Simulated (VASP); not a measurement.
# Y in VASP: relaxation of the atoms with PBE+D3

Aim: the relaxation of the atoms of Y with PBE+D3.

All numbers are computed with VASP 6.6.1; they aren't measurements. Logs are shortened: lines on timing, memory, paths and dates and some standing lists are left out, and cuts for length are marked.

## 1. The cell of the first run

The cell holds a slab with vacuum, 5 atoms: a = 3.514 Å, b = 3.514 Å, c = 24.940 Å, α = 90.00°, β = 90.00°, γ = 90.00°.

The slab is cut from a database's or a generator's crystal, which needn't be the stable form of the element.

## 2. Relaxation of the atoms, PBE+D3 (the (1 0 0) slab of Y, cut from the database cell, not relaxed)

The input, INCAR:

```
PREC = Accurate
ENCUT = 520
EDIFF = 1E-6
ISMEAR = 0
SIGMA = 0.05
LREAL = False
LASPH = True
NELM = 80
ALGO = Normal
ISIF = 2
LWAVE = False
LCHARG = False
LDIPOL = True
IDIPOL = 3
DIPOL = 0.5 0.5 0.500
GGA = PE
IVDW = 11
IBRION = 2
NSW = 40
EDIFFG = -0.01
```

The input, KPOINTS:

```
Automatic mesh
0
Gamma
  8 8 1
```

The input, POSCAR:

```
Y
1.0
    3.5143207025      0.0000000000      0.0000000000
    0.0000000000      3.5143207025      0.0000000000
    0.0000000000      0.0000000000     24.9400000000
Y
5
Selective dynamics
Direct
    0.5000000000      0.5000000000      0.3007217322  F F F
    0.0000000000      0.0000000000      0.4003608661  F F F
    0.5000000000      0.5000000000      0.5000000000  T T T
    0.0000000000      0.0000000000      0.5996391339  T T T
    0.5000000000      0.5000000000      0.6992782678  T T T
```

Potentials or basis: VASP PAW PBE potentials, release 64 (Y_sv).

Run with:

```
$ cat potpaw_PBE.64/Y_sv/POTCAR > POTCAR
$ mpirun -np 1 vasp_std > vasp.out
```

OUTCAR:

```text
PREC = Accurate
   ENCUT = 520
   EDIFF = 1E-6
   ISMEAR = 0
   LREAL = False
   LASPH = True
   NELM = 80
   ISIF = 2
   GGA = PE
   IVDW = 11
   IBRION = 2
   NSW = 40
   EDIFFG = -0.01
 IVDW          = 11

 ion  position               nearest neighbor table
   1  0.500  0.500  0.301-   2 3.51   2 3.51   2 3.51   2 3.51
   2  0.000  0.000  0.400-   1 3.51   3 3.51   1 3.51   3 3.51   1 3.51   3 3.51   1 3.51   3 3.51

   3  0.500  0.500  0.500-   2 3.51   4 3.51   2 3.51   4 3.51   2 3.51   4 3.51   2 3.51   4 3.51

   4  0.000  0.000  0.600-   3 3.51   5 3.51   3 3.51   5 3.51   3 3.51   5 3.51   3 3.51   5 3.51

   5  0.500  0.500  0.699-   4 3.51   4 3.51   4 3.51   4 3.51

  LATTYP: Found a simple tetragonal cell.
 ALAT       =     3.5143207025
 C/A-ratio  =     7.0966773130

  Lattice vectors:

 A1 = (   3.5143207025,   0.0000000000,   0.0000000000)
 A2 = (   0.0000000000,   3.5143207025,   0.0000000000)
 A3 = (   0.0000000000,   0.0000000000,  24.9400000000)

Analysis of symmetry for initial positions (statically):
=====================================================================
 Subroutine PRICEL returns:
 Original cell was already a primitive cell.

 Routine SETGRP: Setting up the symmetry group for a
 simple tetragonal supercell.

 Subroutine GETGRP returns: Found 16 space group operations
 (whereof 16 operations were pure point group operations)
 out of a pool of 16 trial point group operations.

The static configuration has the point symmetry D_4h.

Analysis of symmetry for dynamics (positions and initial velocities):
=====================================================================
 Subroutine PRICEL returns:
 Original cell was already a primitive cell.

 Routine SETGRP: Setting up the symmetry group for a
 simple tetragonal supercell.

 Subroutine GETGRP returns: Found 16 space group operations
 (whereof 16 operations were pure point group operations)
 out of a pool of 16 trial point group operations.

The dynamic configuration has the point symmetry D_4h.

Analysis of constrained symmetry for selective dynamics:
=====================================================================
 Subroutine PRICEL returns:
 Original cell was already a primitive cell.

 Routine SETGRP: Setting up the symmetry group for a
 simple tetragonal supercell.

 Subroutine GETGRP returns: Found  8 space group operations
 (whereof  8 operations were pure point group operations)
 out of a pool of 16 trial point group operations.

The constrained configuration has the point symmetry C_4v.

 Subroutine INISYM returns: Found  8 space group operations
 (whereof  8 operations are pure point group operations),
 and found     1 'primitive' translations

----------------------------------------------------------------------------------------

                                     Primitive cell

  volume of cell :     308.0202

  direct lattice vectors                    reciprocal lattice vectors
     3.514320703  0.000000000  0.000000000     0.284550013  0.000000000  0.000000000
     0.000000000  3.514320703  0.000000000     0.000000000  0.284550013  0.000000000
     0.000000000  0.000000000 24.940000000     0.000000000  0.000000000  0.040096231

  length of vectors
     3.514320703  3.514320703 24.940000000     0.284550013  0.284550013  0.040096231

  position of ions in fractional coordinates (direct lattice)
     0.500000000  0.500000000  0.300721732
     0.000000000  0.000000000  0.400360866
     0.500000000  0.500000000  0.500000000
     0.000000000  0.000000000  0.599639134
     0.500000000  0.500000000  0.699278268

  ion indices of the primitive-cell ions
   primitive index   ion index
                 1           1
                 2           2
                 3           3
                 4           4
                 5           5

[... 33 lines left out ...]
  0.125000  0.125000  0.000000      4.000000
  0.250000  0.125000  0.000000      8.000000
  0.375000  0.125000  0.000000      8.000000
  0.500000  0.125000  0.000000      4.000000
  0.250000  0.250000  0.000000      4.000000
  0.375000  0.250000  0.000000      8.000000
  0.500000  0.250000  0.000000      4.000000
  0.375000  0.375000  0.000000      4.000000
  0.500000  0.375000  0.000000      4.000000
  0.500000  0.500000  0.000000      1.000000
   k-points           NKPTS =     15   k-points in BZ     NKDIM =     15   number of bands    NBANDS=     33
   number of dos      NEDOS =    301   number of ions     NIONS =      5
   total plane-waves  NPLWV = 150528
   dimension x,y,z NGX =    28 NGY =   28 NGZ =  192
   dimension x,y,z NGXF=    56 NGYF=   56 NGZF=  384
   ions per type =               5
   NGX,Y,Z   is equivalent  to a cutoff of  13.25, 13.25, 12.80 a.u.
   NGXF,Y,Z  is equivalent  to a cutoff of  26.49, 26.49, 25.60 a.u.
 SYSTEM =  unknown system
   PREC   = accura    normal or accurate (medium, high low for compatibility)
   ISTART =      0    job   : 0-new  1-cont  2-samecut
   ICHARG =      2    charge: 1-file 2-atom 10-const
   ISPIN  =      1    spin polarized calculation?
   LNONCOLLINEAR =      F non collinear calculations
   LSORBIT =      F    spin-orbit coupling
   LASPH  =      T    aspherical Exc in radial PAW
   ENCUT  =  520.0 eV  38.22 Ry    6.18 a.u.   6.53  6.53 46.37*2*pi/ulx,y,z
   NELM   =     80;   NELMIN=  2; NELMDL= -5     # of ELM steps
   EDIFF  = 0.1E-05   stopping-criterion for ELM
   LREAL  =      F    real-space projection
   EDIFFG = -.1E-01   stopping-criterion for IOM
   NSW    =     40    number of steps for IOM
   IBRION =      2    ionic relax: 0-MD 1-quasi-New 2-CG
   NFREE  =      1    steps in history (QN), initial steepest desc. (CG)
   ISIF   =      2    stress and relaxation
   ISYM   =      2    0-nonsym 1-usesym 2-fastsym
   POTIM  = 0.5000    time-step for ionic-motion
   TEBEG  =    0.0;   TEEND  =   0.0 temperature during run
   PSTRESS=    0.0 pullay stress
   NELECT =      55.0000    total number of electrons
   NUPDOWN=      -1.0000    fix difference up-down
   EMIN   =  10.00;   EMAX   =-10.00  energy-range for DOS
   EFERMI =   0.00;   METHOD = LEGACY
   ISMEAR =     0;   SIGMA  =   0.05  broadening in eV -4-tet -1-fermi 0-gaus
   EFERMI_NEDOS =   21; number of points for ismear=-14 and -15
   IALGO  =     38    algorithm
   IMIX   =      4    mixing-type and parameters
     AMIX     =   0.40;   BMIX     =  1.00
     AMIX_MAG =   1.60;   BMIX_MAG =  1.00
  volume/ion in A,a.u.               =      61.60       415.72
  Fermi-wavevector in a.u.,A,eV,Ry     =   0.921869  1.742080 11.562814  0.849843
  Thomas-Fermi vector in A             =   2.047333
   LORBIT       =      0    0 simple, 1 ext, 2 COOP (PROOUT), +10 PAW based schemes
   GGA     = PE    functional components
   LHFCALC =     F    Hartree Fock is set to
   AEXX    =    0.0000 exact exchange contribution
   IVDW    =    11    specifies the selected vdW correction
   LEPSILON=     F    determine dielectric tensor
   LRPA    =     F    only Hartree local field effects (RPA)
 conjugate gradient relaxation of ions
 non-spin polarized calculation
 Gauss-broadening in eV      SIGMA  =   0.05
  energy-cutoff  :      520.00
  volume of cell :      308.02
 maximum number of plane-waves:      8353
 NGX is ok and might be reduce to    28
   NGX = 13   NGY = 13   NGZ = 93

--------------------------------------- Ionic step        1  -------------------------------------------

 number of electron      55.0000003 magnetization

 Free energy of the ion-electron system (eV)
  ---------------------------------------------------
  ext. energy  EPLUGINS =         0.00000000
  ---------------------------------------------------
  free energy    TOTEN  =       -30.48321846 eV

  energy without entropy =      -30.46865219  energy(sigma->0) =      -30.47593532

------------------------ aborting loop because EDIFF is reached ----------------------------------------

 Edisp (eV)   -1.04812

 E8    (eV) :    -0.6926
[... 114 lines left out ...]
  FREE ENERGIE OF THE ION-ELECTRON SYSTEM (eV)
  ---------------------------------------------------
  free  energy   TOTEN  =       -31.5481482568 eV

  energy  without entropy=      -31.5352777126  energy(sigma->0) =      -31.54171298

[... ionic steps 4 to 12 ...]

--------------------------------------- Ionic step       13  -------------------------------------------

 number of electron      55.0000003 magnetization

------------------------ aborting loop because EDIFF is reached ----------------------------------------
[... 32 lines left out ...]
  FREE ENERGIE OF THE ION-ELECTRON SYSTEM (eV)
  ---------------------------------------------------
  free  energy   TOTEN  =       -31.5496533390 eV

  energy  without entropy=      -31.5370082352  energy(sigma->0) =      -31.54333079

 dipolmoment           0.000000      0.000000      0.000023 electrons x Angstroem

--------------------------------------- Ionic step       14  -------------------------------------------

 number of electron      55.0000003 magnetization

------------------------ aborting loop because EDIFF is reached ----------------------------------------
[... 38 lines left out ...]
--------------------------------------- Ionic step       15  -------------------------------------------

 number of electron      55.0000003 magnetization

 dipolmoment           0.000000      0.000000     -0.003094 electrons x Angstroem

 Free energy of the ion-electron system (eV)
  ---------------------------------------------------
  ext. energy  EPLUGINS =         0.00000000
  ---------------------------------------------------
  free energy    TOTEN  =       -30.50444590 eV

  energy without entropy =      -30.49173869  energy(sigma->0) =      -30.49809229

 E-fermi :   0.4340     XC(G=0):  -5.5915

 val. band max:        0.4159322391   @ k =   0.3750   0.2500   0.0000
 cond. band min:       0.4527604455   @ k =   0.2500   0.2500   0.0000
 fundamental gap:      0.0368282063
 Fermi energy:         0.4340432267

 k-point     1 :       0.0000    0.0000    0.0000
  band No.  band energies     occupation
      1     -42.6955      2.00000
      2     -42.5920      2.00000
      3     -42.1988      2.00000
      4     -41.9389      2.00000
      5     -41.8583      2.00000
      6     -22.7993      2.00000
[... 529 lines left out ...]
     32       1.8412      0.00000
     33       1.8412      0.00000

------------------------ aborting loop because EDIFF is reached ----------------------------------------

 vacuum level on the upper side and lower side of the slab       (xc-potential included)        -0.174        -0.135

 Edisp (eV)   -1.04531

 E8    (eV) :    -0.6904

  FORCE on cell =-STRESS in cart. coord.  units (eV):
  Direction    XX          YY          ZZ          XY          YZ          ZX
  --------------------------------------------------------------------------------------
  -------------------------------------------------------------------------------------
  Total      -0.64385    -0.64385    -0.68247     0.00000     0.00000     0.00000
  in kB      -3.34903    -3.34903    -3.54989     0.00000     0.00000     0.00000
  external pressure =       -3.42 kB  Pullay stress =        0.00 kB
[... 20 lines left out ...]
  FREE ENERGIE OF THE ION-ELECTRON SYSTEM (eV)
  ---------------------------------------------------
  free  energy   TOTEN  =       -31.5497594328 eV

  energy  without entropy=      -31.5370522234  energy(sigma->0) =      -31.54340583

 reached required accuracy - stopping structural energy minimisation

 vacuum level on the upper side and lower side of the slab         2.978         3.019
```

Wall time 42 min (1 thread of AMD EPYC 7R43 (Zen 3), shared host); peak memory 0.5 GiB.

Results:

| Property | Result |
| --- | --- |
| Free energy | -31.5498 eV |
| Energy gained by relaxing | 3.7 meV/atom |
| Ionic steps | 15 |
| Band gap on the k mesh | none (metal or under the smearing width) |
| Dispersion energy per atom | -0.209 eV |

Step by step:
```
step  energy change (eV)  largest force (eV/Å)  pressure (GPa)
   1              0.0000                0.3617           -0.43
   2             -0.0084                0.3576           -0.40
   3             -0.0168                0.3433           -0.32
   4             -0.0168                0.3420           -0.31
   5             -0.0174                0.3284           -0.31
   6             -0.0181                0.3062           -0.30
   7             -0.0181                0.2929           -0.30
   8             -0.0182                0.2922           -0.30
   9             -0.0182                0.2891           -0.31
  10             -0.0183                0.2882           -0.31
  11             -0.0183                0.2869           -0.32
  12             -0.0184                0.2822           -0.33
  13             -0.0183                0.2747           -0.35
  14             -0.0184                0.2785           -0.33
  15             -0.0184                0.2756           -0.34
```

Final structure:
```
Y
1.0
     3.51432    0.00000    0.00000
     0.00000    3.51432    0.00000
     0.00000    0.00000   24.94000
Y
5
Direct
  0.50000 0.50000 0.30072
  0.00000 0.00000 0.40036
  0.50000 0.50000 0.50137
  0.00000 0.00000 0.60284
  0.50000 0.50000 0.69824
```

Levels at points of the mesh, in eV from the Fermi level:
```
           k point  band 25  band 26  band 27  band 28  band 29  band 30
(0.00, 0.00, 0.00)    -1.87    -0.85    -0.56    -0.02     0.06     0.11
(0.50, 0.00, 0.00)    -1.33     0.04     0.05     0.46     0.49     0.55
(0.50, 0.50, 0.00)    -0.90    -0.81    -0.81    -0.36    -0.36     0.37
```
